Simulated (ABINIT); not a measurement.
Runs of ABINIT 10.8.3 (patched build) on WC (Qusongite). The structure is hexagonal, space group P-6m2 (No. 187). The conventional cell has a = 2.907 Å, b = 2.907 Å, c = 2.837 Å, α = 90.00°, β = 90.00°, γ = 120.00°. W (site symmetry -6m2) has 6 C at 2.20 Å as nearest neighbours. C (site symmetry -6m2) has 6 W at 2.20 Å as nearest neighbours. 

```csv
task,potentials or basis,cell,cutoff (eV),fine-grid cutoff,cell freedom (optcell),optimiser (ionmov),cutoff smearing ecutsm (Ha),force stop (Ha/bohr),gap on the mesh (eV),pressure (GPa)
single point,PseudoDojo NC SR LDA v0.4.1 standard,as given,844,-,-,-,-,-,none,-
single point,PseudoDojo NC SR LDA v0.4.1 standard,cell relaxed,1116,-,-,-,-,-,none,(a)
single point,JTH PAW LDA v2.0,as given,435,870.764 eV,-,-,-,-,none,-10.8
relaxation of cell and atoms,PseudoDojo NC SR LDA v0.4.1 standard,relaxed,1116,-,2,2,0.5,2e-05,none,0.0
```

Alike in all rows: level LDA; no spin polarisation; k mesh 8 × 8 × 7; smearing fermi-dirac 0.05 eV.

**Question.** Estimate the missing entries.

**Answer.** (a) -0.1.

A k mesh can miss the band edges, and the runs leave out spin-orbit coupling on W.

A gap of «none» marks a metal or a gap under the smearing width.

Runs at the PBE level aren't shown here.
